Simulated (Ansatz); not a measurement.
# Si: band gap under strain, part 1 of 2

How does strain move the band edges of Si in the diamond structure, and do the functionals agree on it? States: no strain; -4.0 % biaxial strain in the (111) plane, free along [111]; -3.0 % biaxial strain in the (111) plane, free along [111].

Code: Ansatz 0.2.0. PAW datasets, plane waves. Calculated at 0 K for a non-magnetic cell.

### 1 The system as given

The unstrained cell was relaxed with r2SCAN; in each strained cell the atoms were relaxed again with r2SCAN. Names of k-points are those of the unstrained zone, where strain can split equivalent points. First state: no strain.

The symmetry is Fd-3m (No. 227, cubic); a = 5.444 Å in the conventional setting, 20.17 Å³ an atom. Si has 4 Si at 2.36 Å.

As a file:

```xyz
2
Lattice="0.0000 2.7221 2.7221 2.7221 0.0000 2.7221 2.7221 2.7221 0.0000" Properties=species:S:1:pos:R:3 pbc="T T T"
Si    0.0000    0.0000    0.0000
Si    1.3611    1.3611    1.3611
```

### 2 No strain: PBE

File input.yaml:

```yaml
crystal:
  lattice:
    - [0.0, 2.7221188956, 2.7221188956]
    - [2.7221188956, 0.0, 2.7221188956]
    - [2.7221188956, 2.7221188956, 0.0]
  atoms:
    - { symbol: Si, position: [0.0, 0.0, 0.0] }
    - { symbol: Si, position: [0.25, 0.25, 0.25] }
kpoints:
  mp_grid: { grid: [8, 8, 8] }
  band_path:
    path:
      - [0.0, 0.0, 0.0]
      - [0.5, 0.0, 0.5]
      - [0.625, 0.25, 0.625]
      - [0.375, 0.375, 0.75]
      - [0.5, 0.5, 0.5]
      - [0.5, 0.25, 0.75]
      - [0.0, 0.419271, 0.419271]
    npoints: 1
hamiltonian:
  xc: pbe
scf:
  occupations: { method: fermi_dirac, width: 0.02 }
  n_extra_bands: 4
output:
  forces: true
  stress: true
  eigenvalues: true
```

The run is started by

```console
ansatz run input.yaml --threads 2 --pin off --max-ram 20275MiB --backend cpu --events-out ev --progress --plain --runs-dir out
```

Output, cut to the lines that bear on the results:

```text
scf.n_extra_bands = 4 over 4 filled bands (N_el = 8.0): the run solves 8 bands
[...]
Pseudopotentials: kind: paw
Pseudopotential: Si, paw, valence charge 4, recommended cutoff 420 eV (normal), Si.paw.azcp
Functional definition: PBE
[...]
Crystal: 2 atoms, lattice volume = 40.341 Å³
Basis set: ecut = 420 eV, 749 PW (Γ), exchange–correlation on 54×54×54 points (8 copies of the dense FFT grid, shifted against one another)
Bands: 8, of which v1, the nominal top of the filled ones, is band 4 counted from 1 (3 counted from 0)
Symmetry: 48 space group operations
Space group: Fd-3m (ITA 227), of the structure as read, at distance tolerance 3.4e-5 Å
k-points: 29 of 512
[...]
SCF iter   1: F=—  HF=-1271.613724 eV  |F-HF|=—  |Δ(HF+E_count)|=         —  Δρ=1.14e-3  dr2=2.90e-4  ethr=1.77e-3  ⟨swp⟩=6.2  Hψ=2092  notcnv=0
[...]
SCF iter   6: F=-1271.614134 eV  HF=-1271.614134 eV  |F-HF|=2.96e-12  |Δ(HF+E_count)|=  9.58e-10  Δρ=2.87e-7  dr2=2.11e-11  ethr=1.28e-11  ⟨swp⟩=1.0  Hψ=709  notcnv=0
[...]
NSCF: frozen V_eff on 7 k-points
SCF converged after 6 iterations
Free energy (F): -1271.614134 eV
[...]
E sigma→0 (E₀):  -1271.614134 eV
Fermi energy:    6.458558 eV
[...]
--- Forces (eV/Å), atoms counted from 1 ---
  atom   1  Si     0.00000000     0.00000000     0.00000000
  atom   2  Si     0.00000000     0.00000000     0.00000000
[...]
--- Stress (GPa, compression-positive) ---
        1.314999      -0.000000      -0.000000
       -0.000000       1.314999      -0.000000
        0.000000       0.000000       1.314999
  P = ⅓ Tr σ = 1.3150 GPa (13.150 kbar)
--- Band table (eV; the first three rows and the last of 29) ---
  k-point 0: bands = ["-5.7578", "6.1528", "6.1528", "6.1528", "8.7099", "8.7099", "8.7099", "9.4311"]
[...]
```

Wall time 0.47 s (2 threads of AMD EPYC 7R13 (Zen 3), shared host); peak memory 0.48 GiB.

The PBE gap is 0.58 eV and indirect (Γ to (0.00, 0.42, 0.42)), with 2.56 eV as the least direct one.

Band energies at the special points (eV, zero at the top of v, the last band that the electrons fill by count):

```
point    v−1      v     c   c+1
    Γ   0.00   0.00  2.56  2.56
    X  -2.83  -2.83  0.72  0.72
    U  -4.27  -2.41  1.21  4.12
    K  -4.27  -2.41  1.21  4.12
    L  -1.19  -1.19  1.51  3.34
    W  -3.82  -3.82  4.27  4.27
```

### 3 No strain: r2SCAN

Changes to input.yaml since step 2:

```diff
@@ -21,5 +21,5 @@
 hamiltonian:
-  xc: pbe
+  xc: r2scan
 scf:
-  occupations: { method: fermi_dirac, width: 0.02 }
+  occupations: { method: fixed }
   n_extra_bands: 4
```

The run is started by

```console
ansatz run input.yaml --threads 2 --pin off --max-ram 20275MiB --backend cpu --events-out ev --progress --plain --runs-dir out
```

Output, cut to the lines that bear on the results:

```text
scf.n_extra_bands = 4 over 4 filled bands (N_el = 8.0): the run solves 8 bands
[...]
[... 1 set-up line as earlier in the session ...]
Pseudopotential: Si, paw, valence charge 4, recommended cutoff 500 eV (meta_gga), Si.paw.azcp
Functional definition: r2SCAN
[...]
Crystal: 2 atoms, lattice volume = 40.341 Å³
Basis set: ecut = 500 eV, 965 PW (Γ), exchange–correlation on 120×120×120 points (64 copies of the dense FFT grid, shifted against one another)
Bands: 8, of which v1, the nominal top of the filled ones, is band 4 counted from 1 (3 counted from 0)
[... 2 set-up lines as earlier in the session ...]
k-points: 29 of 512
[...]
SCF iter   1: F=—  HF=-1278.114970 eV  |F-HF|=—  |Δ(HF+E_count)|=         —  Δρ=3.14e-3  dr2=3.05e-3  dr2_τ=1.22e-2  ethr=1.77e-3  ⟨swp⟩=4.1  Hψ=1683  notcnv=0  defer=45
[...]
SCF iter   6: F=-1278.130077 eV  HF=-1278.130077 eV  |F-HF|=1.48e-10  |Δ(HF+E_count)|=   1.71e-8  Δρ=1.07e-6  dr2=2.38e-10  dr2_τ=1.42e-12  ethr=2.54e-10  ⟨swp⟩=5.0  Hψ=1526  notcnv=0
[...]
NSCF: frozen V_eff on 7 k-points
SCF converged after 6 iterations
Free energy (F): -1278.130077 eV
[...]
E sigma→0 (E₀):  -1278.130077 eV
Fermi energy:    6.077168 eV
[...]
--- Forces (eV/Å), atoms counted from 1 ---
  atom   1  Si     0.00000000     0.00000000    -0.00000000
  atom   2  Si     0.00000000     0.00000000     0.00000000
[...]
--- Stress (GPa, compression-positive) ---
        0.006698      -0.000000      -0.000000
       -0.000000       0.006698      -0.000000
       -0.000000      -0.000000       0.006698
  P = ⅓ Tr σ = 0.0067 GPa (0.067 kbar)
--- Band table (eV; the first three rows and the last of 29) ---
  k-point 0: bands = ["-6.4059", "6.0772", "6.0772", "6.0772", "8.8163", "8.8163", "8.8163", "9.9643"]
[...]
```

Run time: 1.1 s. Hardware: 2 threads of AMD EPYC 7R13 (Zen 3), shared host; peak memory 0.6 GiB.

Gap with r2SCAN: 0.77 eV, valence top at Γ, conduction bottom at (0.00, 0.42, 0.42). Least direct gap: 2.74 eV.

Stress along x, y, z: 0.01, 0.01, 0.01 GPa (compression positive).

### 4 No strain: HSE06

Changes to input.yaml since step 3:

```diff
@@ -9,3 +9,3 @@
 kpoints:
-  mp_grid: { grid: [8, 8, 8] }
+  mp_grid: { grid: [6, 6, 6] }
   band_path:
@@ -21,3 +21,3 @@
 hamiltonian:
-  xc: r2scan
+  xc: hse06
 scf:
```

Output, cut to the lines that bear on the results:

```text
Warning: output.stress: scf.convergence.dr2_threshold = 1e-7 eV (the SCF's general default) is looser than the 2e-10 eV advised for a printed stress (1e-10 eV for each atom of the cell: 2). What an SCF threshold leaves in a stress goes as its square root, and in the free energy as the [...]
Warning: output.stress: scf.exx.energy_threshold = 1e-6 eV is looser than the 2e-8 eV advised for a stress under a hybrid functional (1e-8 eV for each atom of the cell: 2). Every SCF of the exchange loop can meet its threshold on dr2 while the loop round them stops early: no threshold on [...]
scf.n_extra_bands = 4 over 4 filled bands (N_el = 8.0): the run solves 8 bands
[...]
[... 2 set-up lines as earlier in the session ...]
Functional definition: HSE06
[...]
davidson cushion auto → on  (no smearing: the cushion is to keep the highest requested band from converging to the state above it; pin scf.eigensolver.cushion to override)
Crystal: 2 atoms, lattice volume = 40.341 Å³
[...]
Frozen-core exchange: fock
[...]
SCF iter   2: F=-1272.567744 eV  HF=-1272.567744 eV  |F-HF|=8.09e-10  |Δ(HF+E_count)|=   1.06e-8  Δρ=7.06e-6  dr2=8.31e-9  ethr=7.56e-10  ⟨swp⟩=4.1  Hψ=443  notcnv=0  defer=1
[...]
hybrid outer 2: dexx = +2.278e-8 eV, tail = 1.72e-8 eV, Δε = 9.17e-4 eV (about 1.01e-4 eV left of the loop's levels)
NSCF: frozen V_eff on 7 k-points
hybrid SCF converged: 2 outer / 7 inner (+2 warm-up), last move |dexx| = 2.28e-8 eV, tail = 1.72e-8 eV
Stability not checked: this state was not tested for a lower state beside it, because the functional holds exact exchange (a hybrid, or Hartree-Fock), whose exchange loop this test does not read (fock_operator; see scf.lower_state_search)
Free energy (F): -1272.567744 eV
Frozen-core exchange: fock
[...]
E sigma→0 (E₀):  -1272.567744 eV
Fermi energy:    5.816245 eV
[...]
--- Forces (eV/Å), atoms counted from 1 ---
  atom   1  Si     0.00000000    -0.00000000     0.00000000
  atom   2  Si     0.00000000     0.00000000     0.00000000
[...]
--- Stress (GPa, compression-positive) ---
       -0.187075      -0.000000       0.000000
       -0.000000      -0.187075      -0.000000
        0.000000       0.000000      -0.187075
  P = ⅓ Tr σ = -0.1871 GPa (-1.871 kbar)
--- Band table (eV; the first three rows and the last of 16) ---
  k-point 0: bands = ["-7.4143", "5.8162", "5.8162", "5.8162", "9.1283", "9.1283", "9.1283", "10.0434"]
[...]
```

Wall time 11 s (1 × NVIDIA H100 80GB HBM3 with 2 threads of AMD EPYC 7R13 (Zen 3), shared host); peak host memory 1.7 GiB.

HSE06 gives an indirect gap of 1.14 eV, from Γ to (0.00, 0.42, 0.42); the least direct gap is 3.31 eV.

### 5 No strain: r2SCAN

File input.yaml:

```yaml
crystal:
  lattice:
    - [0.0, 2.7221188956, 2.7221188956]
    - [2.7221188956, 0.0, 2.7221188956]
    - [2.7221188956, 2.7221188956, 0.0]
  atoms:
    - { symbol: Si, position: [0.0, 0.0, 0.0] }
    - { symbol: Si, position: [0.25, 0.25, 0.25] }
kpoints:
  mp_grid: { grid: [6, 6, 6] }
hamiltonian:
  xc: r2scan
scf:
  occupations: { method: fixed }
dielectric: {}
```

The run is started by

```console
ansatz run input.yaml --threads 2 --pin off --max-ram 20275MiB --backend cpu --events-out ev --progress --plain --runs-dir out
```

Output, cut to the lines that bear on the results:

```text
[...]
[... 3 set-up lines as earlier in the session ...]
[...]
Crystal: 2 atoms, lattice volume = 40.341 Å³
Basis set: ecut = 500 eV, 965 PW (Γ), exchange–correlation on 128×128×128 points (64 copies of the dense FFT grid, shifted against one another)
Bands: 8, of which v1, the nominal top of the filled ones, is band 4 counted from 1 (3 counted from 0)
[... 1 set-up line as earlier in the session ...]
k-points: 30 of 216 (irreducible under 8 space group operations, time reversal used)
[...]
SCF iter   1: F=—  HF=-1278.096123 eV  |F-HF|=—  |Δ(HF+E_count)|=         —  Δρ=3.26e-3  dr2=3.02e-3  dr2_τ=1.24e-2  ethr=1.77e-3  ⟨swp⟩=4.2  Hψ=1743  notcnv=0  defer=47
[...]
NSCF: frozen V_eff on 12 k-points
[...]
--- Band table (eV; the first three rows and the last of 30) ---
  k-point 0: bands = ["-6.4007", "6.0825", "6.0825", "6.0825", "8.8202", "8.8202", "8.8202", "9.9707"]
[...]
--- Dielectric response (ions clamped): 3 representative field directions + reference, inside a basis on a mesh of 512 k-points (Σ response iterations 15) ---
  ε∞ (high-frequency dielectric tensor):
       11.711476     0.000000    -0.000000
        0.000000    11.711476     0.000000
       -0.000000     0.000000    11.711476
  Born effective charges Z* (e; rows j = field, columns β = displacement):
    site 0:
         0.00000    0.00000   -0.00000
        -0.00000    0.00000    0.00000
         0.00000    0.00000    0.00000
    site 1:
        -0.00000   -0.00000    0.00000
         0.00000   -0.00000   -0.00000
        -0.00000   -0.00000    0.00000
  Z* charge neutrality: 2.190e-4 e pre-enforcement
  solved inside a basis spanned on kpoints, on 8×8×8 k-points, its susceptibility summed on 10×10×10: ε∞ is read to err by 4.4e-2, Z* by 4.2e-3 e (field_mesh: kpoints solves on kpoints)
```

Run time: 11 s. Hardware: 2 threads of AMD EPYC 7R13 (Zen 3), shared host; peak memory 0.95 GiB.

The r2SCAN gap is 0.92 eV and indirect (Γ to (0.00, -0.50, -0.50)) among the points of the k mesh, with 2.74 eV as the least direct one.

### 6 No strain: G0W0@PBE

Changes to input.yaml since step 5:

```diff
@@ -9,7 +9,12 @@
 kpoints:
-  mp_grid: { grid: [6, 6, 6] }
+  mp_grid: { grid: [4, 4, 4] }
 hamiltonian:
-  xc: r2scan
+  xc: pbe
 scf:
   occupations: { method: fixed }
-dielectric: {}
+gw:
+  n_empty_bands: 168
+  ecut_chi: 150
+  qp_bands: [v2, c2]
+  qp_kpoints: band_edges
+  screening: { model: contour_deformation }
```

Output, cut to the lines that bear on the results:

```text
[...]
[... 3 set-up lines as earlier in the session ...]
[...]
Crystal: 2 atoms, lattice volume = 40.341 Å³
Basis set: ecut = 420 eV, 749 PW (Γ)
Bands: 8, of which v1, the nominal top of the filled ones, is band 4 counted from 1 (3 counted from 0)
[... 2 set-up lines as earlier in the session ...]
k-points: 8 of 64
[...]
SCF iter   1: F=—  HF=-1271.431258 eV  |F-HF|=—  |Δ(HF+E_count)|=         —  Δρ=1.68e-3  dr2=1.90e-3  ethr=1.77e-3  ⟨swp⟩=4.4  Hψ=465  notcnv=0  defer=12
[...]
SCF iter   6: F=-1271.431026 eV  HF=-1271.431026 eV  |F-HF|=8.41e-12  |Δ(HF+E_count)|=   3.12e-9  Δρ=8.18e-8  dr2=2.70e-12  ethr=2.08e-11  ⟨swp⟩=3.2  Hψ=383  notcnv=0
[...]
NSCF: frozen V_eff on 8 k-points
[...]
NSCF: frozen V_eff on 8 k-points
[...]
     3     4      4.3116   -14.6672     1.6974   -12.4221  0.7459     3.7583     3.7639  root
     3     5      7.3146    -6.5083    -4.0341   -10.5314  0.7731     7.3036     7.3036  root
     3     6      9.3100    -5.4654    -4.6465   -10.1201  0.7579     9.3181     9.3181  root
     6     3      3.3538   -15.0158     2.1988   -12.2425  0.7327     2.7725     2.7793  root
     6     4      3.3538   -15.0158     2.1988   -12.2425  0.7327     2.7725     2.7793  root
     6     5      6.9015    -5.9313    -3.9826    -9.8628  0.7787     6.8504     6.8504  root
     6     6      6.9015    -5.9313    -3.9826    -9.8628  0.7787     6.8504     6.8504  root
     7     3      2.3623   -14.2041     2.3362   -11.3022  0.7270     1.8016     1.7966  root
     7     4      2.3623   -14.2041     2.3362   -11.3022  0.7270     1.8016     1.7966  root
     7     5     10.4528    -5.8054    -4.7312   -10.4875  0.7538    10.4036    10.4035  root
     7     6     10.4528    -5.8054    -4.7312   -10.4875  0.7538    10.4036    10.4035  root
```

It took 3.3 s on 1 × NVIDIA H100 80GB HBM3 with 2 threads of AMD EPYC 7R13 (Zen 3), shared host; peak host memory 1.4 GiB.

With 168 empty bands and 150 eV for the screening, the 4×4×4 mesh shows 0.71 eV for PBE and 1.18 eV for the quasiparticles (+0.47 eV). The renormalisation factors Z of the two edge bands lie between 0.73 and 0.78.

### 7 -4.0 % biaxial strain in the (111) plane, free along [111]: PBE

The symmetry is R-3m (No. 166, trigonal); conventional cell a = 3.696 Å, c = 9.604 Å, 18.93 Å³ an atom. Si has 4 Si at 2.30–2.35 Å. The free direction took +1.85 %.

File input.yaml:

```yaml
crystal:
  lattice:
    - [0.106095408, 2.7193295478, 2.7193295478]
    - [2.7193295478, 0.106095408, 2.7193295478]
    - [2.7193295478, 2.7193295478, 0.106095408]
  atoms:
    - { symbol: Si, position: [0.0026859547, 0.0026859547, 0.0026859547] }
    - { symbol: Si, position: [0.2473140453, 0.2473140453, 0.2473140453] }
kpoints:
  mp_grid: { grid: [8, 8, 8] }
  band_path:
    path:
      - [0.0, 0.0, 0.0]
      - [0.5, 0.0, 0.5]
      - [0.625, 0.25, 0.625]
      - [0.375, 0.375, 0.75]
      - [0.5, 0.5, 0.5]
      - [0.5, 0.25, 0.75]
      - [0.0, 0.5, 0.5]
    npoints: 1
hamiltonian:
  xc: pbe
scf:
  occupations: { method: fermi_dirac, width: 0.02 }
  n_extra_bands: 4
output:
  forces: true
  stress: true
  eigenvalues: true
```

The run is started by

```console
ansatz run input.yaml --threads 2 --pin off --max-ram 20275MiB --backend cpu --events-out ev --progress --plain --runs-dir out
```

Output:

```text
scf.n_extra_bands = 4 over 4 filled bands (N_el = 8.0): the run solves 8 bands
Engine: ansatz 0.2.0, x86_64-unknown-linux-gnu
[... 3 set-up lines as earlier in the session ...]
  parameter kappa = 0.804
  parameter beta = 0.06672455060314922
  exchange = pbe_x(kappa = kappa, mu = beta*pi^2/3)
  correlation = pbe_c(beta = beta)
Crystal: 2 atoms, lattice volume = 37.865 Å³
Basis set: ecut = 420 eV, 749 PW (Γ), exchange–correlation on 54×54×54 points (8 copies of the dense FFT grid, shifted against one another)
Bands: 8, of which v1, the nominal top of the filled ones, is band 4 counted from 1 (3 counted from 0)
Symmetry: 12 space group operations
Space group: R-3m (ITA 166), of the structure as read, at distance tolerance 3.4e-5 Å
k-points: 65 of 512
Non-local potential: Si, projectors of the file, l = 0: 2, l = 1: 2, l = 2: 2
PAW form: soft (Blöchl's): semilocal exchange-correlation on the pseudo side does not see the compensation charge
PAW one-centre angular grid: Si, 110 points (default); XC on 64 Gauss nodes
Initial density: superposition of atomic densities (neutral atoms: chi_scale 0, normalization atom), corrected by the library's trained network
Initial wavefunctions: pseudopotential atomic-orbital guess
Functional: x = pbe(κ = 0.804, μ = 0.2195149727645171), c = pbe(β = 0.06672455060314922)
SCF iter   1: F=—  HF=-1271.499394 eV  |F-HF|=—  |Δ(HF+E_count)|=         —  Δρ=1.11e-3  dr2=6.30e-4  ethr=1.77e-3  ⟨swp⟩=6.2  Hψ=4760  notcnv=0
preconditioner: auto → none  [insulator: Δε(μ)=0.079 eV  Ē_g=9.723 eV  σ=0.020 eV  W_gap=0.75  n_scr=8 (ndim 8)  ℏωp=17.1 eV  f_vac=0.000  D(μ)=0.10/eV (n_scr^D=0)  ε∞_Penn≈4.1]
SCF iter   2: F=—  HF=-1271.499616 eV  |F-HF|=—  |Δ(HF+E_count)|=   2.21e-4  Δρ=4.51e-4  dr2=8.31e-5  ethr=7.88e-6  ⟨swp⟩=2.3  Hψ=1406  notcnv=0
SCF iter   3: F=—  HF=-1271.499650 eV  |F-HF|=—  |Δ(HF+E_count)|=   3.46e-5  Δρ=1.06e-4  dr2=2.08e-6  ethr=1.04e-6  ⟨swp⟩=2.8  Hψ=803  notcnv=0
SCF iter   4: F=—  HF=-1271.499654 eV  |F-HF|=—  |Δ(HF+E_count)|=   3.54e-6  Δρ=3.20e-5  dr2=1.89e-7  ethr=2.60e-8  ⟨swp⟩=2.8  Hψ=801  notcnv=0
iter 5 did not close the SCF: its close was put off for the readings that it lacked (scf_convergence_deferred on its scf_iter line)
SCF iter   5: F=-1271.499654 eV  HF=-1271.499654 eV  |F-HF|=1.20e-9  |Δ(HF+E_count)|=   4.72e-7  Δρ=1.49e-6  dr2=5.22e-10  ethr=2.36e-9  ⟨swp⟩=2.0  Hψ=778  notcnv=0
SCF iter   6: F=-1271.499654 eV  HF=-1271.499654 eV  |F-HF|=1.00e-11  |Δ(HF+E_count)|=   1.59e-9  Δρ=1.65e-7  dr2=7.62e-12  ethr=6.53e-12  ⟨swp⟩=1.3  Hψ=1594  notcnv=0
SCF 1 converged in 6 iterations: F = -1271.499654 eV  dr2 = 7.62e-12
NSCF: frozen V_eff on 7 k-points
SCF converged after 6 iterations
Free energy (F): -1271.499654 eV
Harris-Foulkes:  -1271.499654 eV  (|F-HF|=1.00e-11)
Internal energy: -1271.499474 eV  (E = F + TS)
E sigma→0 (E₀):  -1271.499564 eV
Entropy (-TS):   -0.000180 eV (-0.090 meV/atom)
Fermi energy:    7.094932 eV
--- Per-component energies (eV) ---
  E_band       = 12.921900
  E_kinetic    = 82.749861
  E_local      = -51.334974  (includes V_loc(G=0)·N_el)
  E_nonlocal   = 52.787581
  E_hartree    = 14.259847
  E_xc         = -111.258328
  E_vxc        = -94.639407  (∫ρ·V_xc dr)
  E_paw        = -1025.824847  (= ΣΔE_a)
  E_vpaw       = -5.160861  (= ΣTr[D̂ρ^β])
  E_aug_tail   = 0.000012  (compensation charges beyond the density's cutoff)
  E_ewald      = -232.878625
  E_smearing   = -0.000180  (= −TS)
  E_closure    = 0.000000  (closes the sum)
  Σ components = -1271.499654   (vs F -1271.499654, Δ=0.00e0)
--- Forces (eV/Å), atoms counted from 1 ---
  atom   1  Si     0.02126974     0.02126974     0.02126974
  atom   2  Si    -0.02126974    -0.02126974    -0.02126974
  max |Σ_I F_I| component: 3.47e-18 eV/Å
--- Stress (GPa, compression-positive) ---
        8.041257      -3.231333      -3.231333
       -3.231333       8.041257      -3.231333
       -3.231333      -3.231333       8.041257
  P = ⅓ Tr σ = 8.0413 GPa (80.413 kbar)
--- Band table (eV; the first three rows and the last of 65) ---
  k-point 0: bands = ["-5.5197", "6.3983", "7.0695", "7.0695", "8.7348", "9.6662", "9.6662", "11.0992"]
  k-point 1: bands = ["-5.2985", "5.3786", "6.1908", "6.7175", "9.0527", "9.7551", "10.1320", "12.3253"]
  k-point 2: bands = ["-4.6509", "2.9508", "5.7194", "6.1602", "8.8409", "10.1216", "10.5723", "13.4613"]
  k-point 64: bands = ["-3.3362", "-0.5355", "5.9622", "5.9622", "9.1932", "10.4433", "10.4433", "15.0724"]
```

Wall time 0.83 s (2 threads of AMD EPYC 7R13 (Zen 3), shared host); peak memory 0.5 GiB.

The PBE gap is 0.06 eV and indirect (Γ to X), with 1.67 eV as the least direct one.

Levels at the named points, in eV from the top of band v (v: the last filled band by count, c: the next):

```
point    v−1      v     c   c+1
    Γ   0.00   0.00  1.67  2.60
    X  -3.49  -2.95  0.06  0.66
    U  -4.87  -2.52  1.16  3.46
    K  -4.87  -2.52  1.16  3.46
    L  -1.11  -1.11  2.12  3.37
    W  -4.39  -4.25  3.63  4.22
```

### 8 -4.0 % biaxial strain in the (111) plane, free along [111]: r2SCAN

Changes to input.yaml since step 7:

```diff
@@ -21,3 +21,3 @@
 hamiltonian:
-  xc: pbe
+  xc: r2scan
 scf:
```

The run is started by

```console
ansatz run input.yaml --threads 2 --pin off --max-ram 20275MiB --backend cpu --events-out ev --progress --plain --runs-dir out
```

Output, cut to the lines that bear on the results:

```text
scf.n_extra_bands = 4 over 4 filled bands (N_el = 8.0): the run solves 8 bands
[...]
[... 3 set-up lines as earlier in the session ...]
[...]
Crystal: 2 atoms, lattice volume = 37.865 Å³
Basis set: ecut = 500 eV, 965 PW (Γ), exchange–correlation on 120×120×120 points (64 copies of the dense FFT grid, shifted against one another)
Bands: 8, of which v1, the nominal top of the filled ones, is band 4 counted from 1 (3 counted from 0)
[... 2 set-up lines as earlier in the session ...]
k-points: 65 of 512
[...]
SCF iter   1: F=—  HF=-1278.011324 eV  |F-HF|=—  |Δ(HF+E_count)|=         —  Δρ=3.65e-3  dr2=3.33e-3  dr2_τ=1.54e-2  ethr=1.77e-3  ⟨swp⟩=6.1  Hψ=4836  notcnv=0
[...]
SCF iter   6: F=-1278.030485 eV  HF=-1278.030485 eV  |F-HF|=1.54e-9  |Δ(HF+E_count)|=   9.52e-8  Δρ=3.21e-6  dr2=2.01e-9  dr2_τ=2.20e-11  ethr=7.78e-10  ⟨swp⟩=2.6  Hψ=1877  notcnv=0
[...]
NSCF: frozen V_eff on 7 k-points
SCF converged after 6 iterations
Free energy (F): -1278.030485 eV
[...]
E sigma→0 (E₀):  -1278.030481 eV
Entropy (-TS):   -0.000008 eV (-0.004 meV/atom)
Fermi energy:    7.125290 eV
[...]
--- Forces (eV/Å), atoms counted from 1 ---
  atom   1  Si    -0.00296516    -0.00296516    -0.00296516
  atom   2  Si     0.00296516     0.00296516     0.00296516
[...]
--- Stress (GPa, compression-positive) ---
        6.941756      -3.470983      -3.470983
       -3.470983       6.941756      -3.470983
       -3.470983      -3.470983       6.941756
  P = ⅓ Tr σ = 6.9418 GPa (69.418 kbar)
--- Band table (eV; the first three rows and the last of 65) ---
  k-point 0: bands = ["-6.1785", "6.3050", "7.0143", "7.0143", "8.8547", "9.7885", "9.7885", "11.6708"]
[...]
```

Run time: 1.7 s. Hardware: 2 threads of AMD EPYC 7R13 (Zen 3), shared host; peak memory 0.63 GiB.

r2SCAN gives an indirect gap of 0.23 eV, from Γ to X; the least direct gap is 1.84 eV.

Stress along x, y, z: 6.94, 6.94, 6.94 GPa (compression positive); off the diagonal xy, xz, yz: -3.47, -3.47, -3.47 GPa.

(Continued in part 2 of 2.)
